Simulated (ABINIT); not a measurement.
The system is PbF2 (Fluorocronite).

```
Pb F
1.0
     0.00000    2.96366    2.96366
     2.96366    0.00000    2.96366
     2.96366    2.96366    0.00000
Pb F
1 2
Direct
  0.00000 0.00000 0.00000
  0.75000 0.75000 0.75000
  0.25000 0.25000 0.25000
```

Program: ABINIT 10.8.3 (patched build). Alike in all runs: no spin polarisation; cell as given; smearing fermi-dirac 0.05 eV. Hardware: 1 thread of Arm Neoverse V2, on a shared host.

**Question.** Order these runs on this cell by their wall time, lowest first.
A. task band structure; level PBEsol; potentials or basis PseudoDojo NC SR PBEsol v0.4.1 standard; k mesh 8 × 8 × 8; cutoff (eV) 1143; mesh quality not flagged
B. task single point; level r2SCAN; potentials or basis JTH PAW PBE v2.0; k mesh 3 × 3 × 3; cutoff (eV) 762; fine-grid cutoff 1360.57 eV; mesh quality coarse
C. task single point; level PBEsol; potentials or basis JTH PAW PBE v2.0; k mesh 3 × 3 × 3; cutoff (eV) 626; fine-grid cutoff 1224.51 eV; mesh quality coarse

**Answer.** C (28 s), B (65 s), A (240 s).

Caveats: some runs use coarse meshes.

Runs at the PBE level aren't shown here.
